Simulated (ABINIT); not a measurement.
**A GW run on GaP (F-43m) in ABINIT, with inputs changed**

Aim: change inputs of a GW run on GaP (F-43m) and see what moves.

Method: PBE and many-body steps on it, plane waves, in ABINIT 10.8.3.

## Step 1: Starting point

The structure is cubic, space group F-43m (No. 216). Conventional cell: a = 5.450 Å, b = 5.450 Å, c = 5.450 Å, α = 90.00°, β = 90.00°, γ = 90.00°. Ga has 4 P at 2.36 Å nearest. Nearest to P lie 4 Ga at 2.36 Å. Farther neighbours are not listed.

The cell and positions come from the Crystallography Open Database and are kept as given unless a step says otherwise.

## Step 2: Screening, 4×4×4 mesh, 66 bands, screening to 136.1 eV

This step: ABINIT 10.8.3; RPA screening on PBE, plane waves, norm-conserving pseudopotentials.

The RPA dielectric matrix is built and inverted for each q.

Contents of run.abi:

```
acell 3*1.0 Angstrom
rprim 
  0.000000000000 2.725250000000 2.725250000000
  2.725250000000 0.000000000000 2.725250000000
  2.725250000000 2.725250000000 0.000000000000
ntypat 2
znucl 31 15
natom 2
typat 1 2
xred 
  0.000000000000 0.000000000000 0.000000000000
  0.250000000000 0.250000000000 0.250000000000
pp_dirpath "pseudos"
pseudos "Ga.upf, P.upf"
ecut 45
ngkpt 4 4 4
nshiftk 1
shiftk 0 0 0
kptopt 1
chksymbreak 0
istwfk *1
occopt 1
irdwfk 1
optdriver 3
nband 66
ecuteps 5
inclvkb 2
awtr 1
symchi 1
indata_prefix "in"
outdata_prefix "out"
tmpdata_prefix "tmp"
```

On the command line:

```bash
OMP_NUM_THREADS=1 mpirun -n 4 abinit run.abi > log
```

Log:

```text
.Version 10.8.3 of ABINIT. v10.8.2 released Aug 2026.

 Symmetries : space group F-4 3 m (#216); Bravais cF (face-center cubic)
[... echo of the input left out ...]
== DATASET  1 ==================================================================
-   mpi_nproc: 4, omp_nthreads: 1 (-1 if OMP is not activated)

--- !DatasetInfo
iteration_state: {dtset: 1, }
dimensions: {natom: 2, nkpt: 8, mband: 66, nsppol: 1, nspinor: 1, nspden: 1, mpw: 3972, }
cutoff_energies: {ecut:  45.0, pawecutdg:  -1.0, }
electrons: {nelect:   2.60000000E+01, charge:   0.00000000E+00, occopt:   1.00000000E+00, tsmear:   1.00000000E-02, }

 SCREENING: Calculation of the susceptibility and dielectric matrices

 Based on a program developped by R.W. Godby, V. Olevano, G. Onida, and L. Reining.
 Incorporated in ABINIT by V. Olevano, G.-M. Rignanese, and M. Torrent.
.Using double precision arithmetic ; gwpc =  8

[... cell and pseudopotentials left out ...]
--------------------------------------------------------------------------------

 ==== K-mesh for the wavefunctions ====
 Number of points in the irreducible wedge :     8
[... list of points left out ...]
 Together with 24 symmetry operations and time-reversal symmetry
 yields    64 points in the full Brillouin Zone.

 ==== Q-mesh for the screening function ====
 Number of points in the irreducible wedge :     8
[... list of points left out ...]
 Together with 24 symmetry operations and time-reversal symmetry
 yields    64 points in the full Brillouin Zone.

 setmesh: FFT mesh size selected  =    30x   30x   30
          total number of points  =        27000

 vcoul_init : cutoff-mode = AUXILIARY_FUNCTION
 q-points for optical limit:   1
     1)      0.000010    0.000020    0.000030

- screening: taking advantage of time-reversal symmetry
- Maximum band index for partially occupied states nbvw = 13
- Remaining bands to be divided among processors   nbcw = 53
- Number of bands treated by each node ~13

 Number of electrons calculated from density =   26.0000; Expected =   26.0000
 average of density, n =  0.095176
 r_s =    1.3587
 omega_plasma =   29.7591 [eV]

 calculating chi0 at frequencies [eV] :
  1    0.000000E+00    0.000000E+00
  2    0.000000E+00    2.975908E+01

--------------------------------------------------------------------------------
  q-point number  1        q = ( 0.000000, 0.000000, 0.000000) [r.l.u.]
--------------------------------------------------------------------------------
[... chi0 elements left out ...]
 For q-point:  0.000010 0.000020 0.000030
  dielectric constant =  18.0915
  dielectric constant without local fields =  19.7058

  Average fulfillment of the sum rule on Im[epsilon] for q-point    1 :     34.96  [%]
[... wings left out ...]
  q-point number  2        q = ( 0.250000, 0.000000, 0.000000) [r.l.u.]
--------------------------------------------------------------------------------
[... chi0 elements left out ...]
  Average fulfillment of the sum rule on Im[epsilon] for q-point    2 :     41.68  [%]

 [... 6 further q-points ...]
```

Run time: 32 s. Hardware: 4 MPI ranks of Intel Xeon Platinum 8259CL at 2.50GHz (Skylake/Cascade Lake), shared host; peak memory 0.76 GiB; 2.1 min of CPU time.

Numbers from this step:

```
ε∞ with local fields, on this mesh, along the program's q direction : 18.09
the same without local fields                                       : 19.71
plasma frequency                                                    : 29.76 eV
plane waves in the screening matrix                                 : 137
```

Local fields lower ε∞ by 8 %. On a Γ-centred mesh this coarse the value itself is usually too large, while a short band sum pulls it down.

## Step 3: Base

The self-energy is evaluated for the states that the input lists, and the levels follow from it, in one-shot runs by the linearised quasiparticle equation.

This step: G0W0 on PBE, plane waves, norm-conserving pseudopotentials.

Edit run.abi of step 2 so:

```diff
@@ -23,8 +23,17 @@
 irdwfk 1
-optdriver 3
+optdriver 4
 nband 66
+gwcalctyp 0
+ecutsigx 45
+symsigma 1
+nkptgw 2
+kptgw 
+  0.0000000000 0.0000000000 0.0000000000
+  0.5000000000 0.5000000000 0.0000000000
+bdgw 
+  11 17
+  12 15
 ecuteps 5
-inclvkb 2
-awtr 1
-symchi 1
+irdscr 1
+ppmodel 1
 indata_prefix "in"
```

Log:

```text
.Version 10.8.3 of ABINIT. v10.8.2 released Aug 2026.

 Symmetries : space group F-4 3 m (#216); Bravais cF (face-center cubic)
[... echo of the input left out ...]
== DATASET  1 ==================================================================
-   mpi_nproc: 4, omp_nthreads: 1 (-1 if OMP is not activated)

--- !DatasetInfo
iteration_state: {dtset: 1, }
dimensions: {natom: 2, nkpt: 8, mband: 66, nsppol: 1, nspinor: 1, nspden: 1, mpw: 3972, }
cutoff_energies: {ecut:  45.0, pawecutdg:  -1.0, }
electrons: {nelect:   2.60000000E+01, charge:   0.00000000E+00, occopt:   1.00000000E+00, tsmear:   1.00000000E-02, }

 SIGMA: Calculation of the GW corrections

 Based on a program developped by R.W. Godby, V. Olevano, G. Onida, and L. Reining.
 Incorporated in ABINIT by V. Olevano, G.-M. Rignanese, and M. Torrent.
.Using double precision arithmetic ; gwpc =  8

[... cell and pseudopotentials left out ...]
--------------------------------------------------------------------------------

 ==== K-mesh for the wavefunctions ====
 Number of points in the irreducible wedge :     8
[... list of points left out ...]
 Together with 24 symmetry operations and time-reversal symmetry
 yields    64 points in the full Brillouin Zone.

 ==== Q-mesh for screening function ====
 Number of points in the irreducible wedge :     8
[... list of points left out ...]
 Together with 24 symmetry operations and time-reversal symmetry
 yields    64 points in the full Brillouin Zone.

 vcoul_init : cutoff-mode = AUXILIARY_FUNCTION
 q-points for optical limit:   1
     1)      0.000010    0.000020    0.000030
 setmesh: FFT mesh size selected  =    45x   45x   45
          total number of points  =        91125

 Number of electrons calculated from density =   26.0000; Expected =   26.0000
 average of density, n =  0.095176
 r_s =    1.3587
 omega_plasma =   29.7591 [eV]

 === KS Band Gaps ===
  >>>> For spin  1
   Minimum direct gap =   1.8094 [eV], located at k-point      :   0.0000  0.0000  0.0000
   Fundamental gap    =   1.6525 [eV], Top of valence bands at :   0.0000  0.0000  0.0000
                                       Bottom of conduction at :   0.5000  0.5000  0.0000
 SIGMA fundamental parameters:
 PLASMON POLE MODEL  1
 number of plane-waves for SigmaX                 3839
 number of plane-waves for SigmaC and W            137
 number of plane-waves for wavefunctions          3839
 number of bands                                    66
 number of independent spin polarizations            1
 number of spinorial components                      1
 number of k-points in IBZ                           8
 number of q-points in IBZ                           8
 number of symmetry operations                      24
 number of k-points in BZ                           64
 number of q-points in BZ                           64
 number of frequencies for dSigma/dE                 9
 frequency step for dSigma/dE [eV]                0.25
 number of omega for Sigma on real axis              0
 max omega for Sigma on real axis  [eV]           0.00
 zcut for avoiding poles [eV]                     0.10

 EPSILON^-1 parameters (SCR file):
 dimension of the eps^-1 matrix on file            137
 dimension of the eps^-1 matrix used               137
 number of plane-waves for wavefunctions          3839
 number of bands                                    66
 number of q-points in IBZ                           8
 number of frequencies                               2
 number of real frequencies                          1
 number of imag frequencies                          1

 matrix elements of self-energy operator (all in [eV])

 Perturbative Calculation

--- !SelfEnergy_ee
iteration_state: {dtset: 1, }
kpoint     : [   0.000,    0.000,    0.000, ]
spin       : 1
KS_gap     :    1.809
QP_gap     :    2.678
Delta_QP_KS:    0.869
data: !SigmaeeData |
     Band     E0 <VxcDFT>   SigX SigC(E0)      Z dSigC/dE  Sig(E)    E-E0       E
       11   5.227 -13.290 -15.271   1.429   0.783  -0.276 -13.723  -0.433   4.794
       12   5.227 -13.290 -15.271   1.429   0.783  -0.276 -13.723  -0.433   4.794
       13   5.227 -13.290 -15.271   1.429   0.783  -0.276 -13.723  -0.433   4.794
       14   7.037 -12.704  -8.093  -4.059   0.791  -0.264 -12.268   0.436   7.473
       15   9.112 -11.361  -6.717  -4.111   0.796  -0.256 -10.937   0.424   9.536
       16   9.112 -11.361  -6.717  -4.111   0.796  -0.256 -10.937   0.424   9.536
       17   9.112 -11.361  -6.717  -4.111   0.796  -0.256 -10.937   0.424   9.536

--- !SelfEnergy_ee
iteration_state: {dtset: 1, }
kpoint     : [   0.500,    0.500,    0.000, ]
spin       : 1
KS_gap     :    4.338
QP_gap     :    4.981
Delta_QP_KS:    0.643
data: !SigmaeeData |
     Band     E0 <VxcDFT>   SigX SigC(E0)      Z dSigC/dE  Sig(E)    E-E0       E
       12   2.542 -11.795 -14.741   2.203   0.774  -0.292 -12.370  -0.575   1.967
       13   2.542 -11.795 -14.741   2.203   0.774  -0.292 -12.370  -0.575   1.967
       14   6.880  -9.776  -5.923  -3.769   0.808  -0.237  -9.708   0.068   6.948
       15   7.048 -10.956  -6.909  -3.774   0.802  -0.248 -10.737   0.218   7.266

== END DATASET(S) ==============================================================
================================================================================

 -outvars: echo values of variables after computation  --------
           etotal      0.0000000000E+00
            nband          66
             nkpt           8
          spgroup         216
 [... the other variables as echoed above ...]

 Calculation completed.
```

Elapsed: 12 s, on 4 MPI ranks; peak memory 0.71 GiB; 48 s of CPU time.

This step gave:

```yaml
g0w0_gap_on_the_points_computed: 2.154 eV
starting_gap_on_the_mesh: 1.653 eV
k_of_the_valence_top: 0, 0, 0
k_of_the_conduction_bottom: 0.5, 0.5, 0
z_at_the_valence_top: 0.783
z_at_the_conduction_bottom: 0.808
least_direct_g0w0_gap_on_the_computed_points: 2.679 eV
```

The gap on the mesh goes from 1.65 eV to 2.15 eV, a correction of +0.50 eV.

## Step 4: Scissors in G

Edit run.abi of step 3 so:

```diff
@@ -38,2 +38,3 @@
 ppmodel 1
+mbpt_sciss 1.0 eV
 indata_prefix "in"
```

Log:

```text
.Version 10.8.3 of ABINIT. v10.8.2 released Aug 2026.

 Symmetries : space group F-4 3 m (#216); Bravais cF (face-center cubic)
[... echo of the input left out ...]
== DATASET  1 ==================================================================
-   mpi_nproc: 4, omp_nthreads: 1 (-1 if OMP is not activated)

--- !DatasetInfo
iteration_state: {dtset: 1, }
dimensions: {natom: 2, nkpt: 8, mband: 66, nsppol: 1, nspinor: 1, nspden: 1, mpw: 3972, }
cutoff_energies: {ecut:  45.0, pawecutdg:  -1.0, }
electrons: {nelect:   2.60000000E+01, charge:   0.00000000E+00, occopt:   1.00000000E+00, tsmear:   1.00000000E-02, }

 SIGMA: Calculation of the GW corrections

 Based on a program developped by R.W. Godby, V. Olevano, G. Onida, and L. Reining.
 Incorporated in ABINIT by V. Olevano, G.-M. Rignanese, and M. Torrent.
.Using double precision arithmetic ; gwpc =  8

[... cell and pseudopotentials left out ...]
--------------------------------------------------------------------------------

 ==== K-mesh for the wavefunctions ====
 Number of points in the irreducible wedge :     8
[... list of points left out ...]
 Together with 24 symmetry operations and time-reversal symmetry
 yields    64 points in the full Brillouin Zone.

 ==== Q-mesh for screening function ====
 Number of points in the irreducible wedge :     8
[... list of points left out ...]
 Together with 24 symmetry operations and time-reversal symmetry
 yields    64 points in the full Brillouin Zone.

 vcoul_init : cutoff-mode = AUXILIARY_FUNCTION
 q-points for optical limit:   1
     1)      0.000010    0.000020    0.000030
 setmesh: FFT mesh size selected  =    45x   45x   45
          total number of points  =        91125

 Number of electrons calculated from density =   26.0000; Expected =   26.0000
[...]
max omega for Sigma on real axis  [eV]           0.00
 zcut for avoiding poles [eV]                     0.10
 scissor energy [eV]                              1.00

 EPSILON^-1 parameters (SCR file):
 dimension of the eps^-1 matrix on file            137
 dimension of the eps^-1 matrix used               137
 number of plane-waves for wavefunctions          3839
 number of bands                                    66
 number of q-points in IBZ                           8
 number of frequencies                               2
 number of real frequencies                          1
 number of imag frequencies                          1

 matrix elements of self-energy operator (all in [eV])

 Perturbative Calculation

--- !SelfEnergy_ee
iteration_state: {dtset: 1, }
kpoint     : [   0.000,    0.000,    0.000, ]
spin       : 1
KS_gap     :    1.809
QP_gap     :    2.789
Delta_QP_KS:    0.979
data: !SigmaeeData |
     Band     E0 <VxcDFT>   SigX SigC(E0)      Z dSigC/dE  Sig(E)    E-E0       E
       11   5.227 -13.290 -15.271   1.509   0.787  -0.271 -13.662  -0.372   4.856
       12   5.227 -13.290 -15.271   1.509   0.787  -0.271 -13.662  -0.372   4.856
       13   5.227 -13.290 -15.271   1.509   0.787  -0.271 -13.662  -0.372   4.856
[...]
--- !SelfEnergy_ee
iteration_state: {dtset: 1, }
kpoint     : [   0.500,    0.500,    0.000, ]
spin       : 1
KS_gap     :    4.338
QP_gap     :    5.093
Delta_QP_KS:    0.756
data: !SigmaeeData |
     Band     E0 <VxcDFT>   SigX SigC(E0)      Z dSigC/dE  Sig(E)    E-E0       E
[...]
14   6.880  -9.776  -5.923  -3.805   0.810  -0.235  -9.547   0.229   7.108
       15   7.048 -10.956  -6.909  -3.816   0.804  -0.244 -10.574   0.382   7.429

== END DATASET(S) ==============================================================
================================================================================

 -outvars: echo values of variables after computation  --------
           etotal      0.0000000000E+00
            nband          66
             nkpt           8
          spgroup         216
 [... the other variables as echoed above ...]

 Calculation completed.
```

Elapsed: 12 s, on 4 MPI ranks; peak memory 0.71 GiB.

This step gave:

```
G0W0 gap on the points computed              : 2.252 eV
starting gap on the mesh                     : 1.653 eV
k of the valence top                         : 0, 0, 0
k of the conduction bottom                   : 0.5, 0.5, 0
Z at the valence top                         : 0.787
Z at the conduction bottom                   : 0.81
least direct G0W0 gap on the computed points : 2.788 eV
```

## Step 5: No symmetry in the self-energy

Edit run.abi of step 4 so:

```diff
@@ -27,3 +27,3 @@
 ecutsigx 45
-symsigma 1
+symsigma 0
 nkptgw 2
@@ -38,3 +38,2 @@
 ppmodel 1
-mbpt_sciss 1.0 eV
 indata_prefix "in"
```

Log:

```text
.Version 10.8.3 of ABINIT. v10.8.2 released Aug 2026.

 Symmetries : space group F-4 3 m (#216); Bravais cF (face-center cubic)
[... echo of the input left out ...]
== DATASET  1 ==================================================================
-   mpi_nproc: 4, omp_nthreads: 1 (-1 if OMP is not activated)

--- !DatasetInfo
iteration_state: {dtset: 1, }
dimensions: {natom: 2, nkpt: 8, mband: 66, nsppol: 1, nspinor: 1, nspden: 1, mpw: 3972, }
cutoff_energies: {ecut:  45.0, pawecutdg:  -1.0, }
[...]
Band     E0 <VxcDFT>   SigX SigC(E0)      Z dSigC/dE  Sig(E)    E-E0       E
[...]
14   6.880  -9.776  -5.923  -3.769   0.808  -0.237  -9.708   0.068   6.948
       15   7.048 -10.956  -6.909  -3.774   0.802  -0.248 -10.737   0.218   7.266

== END DATASET(S) ==============================================================
================================================================================

 -outvars: echo values of variables after computation  --------
           etotal      0.0000000000E+00
            nband          66
             nkpt           8
          spgroup         216
 [... the other variables as echoed above ...]

 Calculation completed.
```

Wall time 34 s (4 MPI ranks); peak memory 0.74 GiB.

Numbers from this step:

| Item | Value |
| --- | --- |
| G0W0 gap on the points computed | 2.154 eV |
| starting gap on the mesh | 1.653 eV |
| k of the valence top | 0, 0, 0 |
| k of the conduction bottom | 0.5, 0.5, 0 |
| least direct G0W0 gap on the computed points | 2.679 eV |

Against G0W0 in ABINIT (4×4×4 mesh, 66 bands, screening to 136.1 eV, Godby-Needs plasmon pole), the gap moves by +0.000 eV.

(Part 1 of 2 ends here.)

[Paths, hosts, dates, memory and timing lines, banners, echoed tables and standing remarks are left out of the program output.]

[Logs are printed without paths, hosts, clocks, repeated set-up lines and the standing remarks that a program may print on its own settings, such as how far it seeks lower states.]

[Runs of the session that timed out or met a known fault of the program may be left out.]

[Hosts, paths, dates, database ids (printed as entryN), source tags and the programs' standing remarks are cut or masked in the printed files.]

[G0W0 gaps are taken among the corrected bands and points alone; a level outside them can change the order at an edge.]

[Where Ansatz stands beside ABINIT at settings called matched, ABINIT's density can come from a denser mesh and the files from another edition; pairs whose starting gaps differed by over 0.03 eV were left out, so agreement reads better than it is.]
